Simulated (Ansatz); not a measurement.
System: L1₀ (CuAu-type) CoPt. Method: PBEsol (Ansatz, a quantum-chemistry and plane-wave program, PAW).

Numerical settings: plane-wave cutoff 520 eV, 20×20×16 k mesh (along the axes of the cell as run), Fermi–Dirac smearing 0.05 eV, spin-polarised with parallel moments, scalar-relativistic PAW data made under PBE.

A third-order Birch–Murnaghan fit to the energies gives V0 = 12.947 Å³/atom, B0 = 250 GPa, B′ = 5.0.

| V (Å³/atom) | P (GPa) |
|---|---|
| 12.430 | (withheld) |
| 12.689 | (withheld) |
| 12.948 | -0.01 |
| 13.206 | (withheld) |
| 13.465 | (withheld) |

Estimate the withheld pressures from this fit; the answers are the runs' own values.


- 12.430, P (GPa): 11.29
- 12.689, P (GPa): 5.30
- 13.206, P (GPa): -4.71
- 13.465, P (GPa): -8.89

The formula P = (3/2) B0 (x^(7/3) − x^(5/3)) [1 + (3/4)(B′ − 4)(x^(2/3) − 1)] with x = V0/V meets the computed pressures within 0.01 GPa when these rounded values are put in.

Shape and atoms are relaxed at each volume.

Note: the bulk modulus comes from volumes at which shape and atoms were relaxed.

Spin–orbit coupling is not included.

Static lattice: no zero-point or thermal effects.
